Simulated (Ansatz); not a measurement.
Rows from a G0W0 calculation on Cd vacancy plus Te vacancy in CdTe (30-atom cell) (Ansatz 0.2.0; G0W0 on LDA, plane waves, PAW; 2×2×2 mesh, 1253 empty bands, screening to 98 eV), in eV. Spin-orbit coupling is left out.

| row | k | band | start | Σx | Σc at the solution | Vxc |
| --- | --- | --- | --- | --- | --- | --- |
| A | Γ | v4 | 6.300 | -16.564 | 1.669 | -14.765 |
| B | Γ | c1 | 7.511 | -9.546 | -3.382 | -13.523 |
| C | Γ | v3 | 6.703 | -17.678 | 1.520 | -16.100 |
| D | Γ | v1 | 6.846 | -17.261 | 1.472 | -15.728 |
| E | Γ | c2 | 8.502 | -5.811 | -3.400 | -9.547 |
| F | Γ | c3 | 9.216 | -8.352 | -3.713 | -12.620 |

Question: Give the quasiparticle energies and the shift of each level.

The quasiparticle equation reads E = start + Σx + Σc(E) − Vxc.

| row | E (eV) | shift (eV) |
| --- | --- | --- |
| A | 6.170 | −0.130 |
| B | 8.107 | +0.596 |
| C | 6.646 | −0.057 |
| D | 6.784 | −0.062 |
| E | 8.838 | +0.337 |
| F | 9.771 | +0.555 |

Limits: not at the basis limit; no spin-orbit coupling; coarse k mesh.

[Runs of the session that timed out or met a known fault of the program may be left out.]

[Cells called generated may have been cut or substituted from an entry of the Crystallography Open Database or the Materials Project.]

[Hosts, paths, dates, database ids (printed as entryN), source tags and the programs' standing remarks are cut or masked in the printed files.]
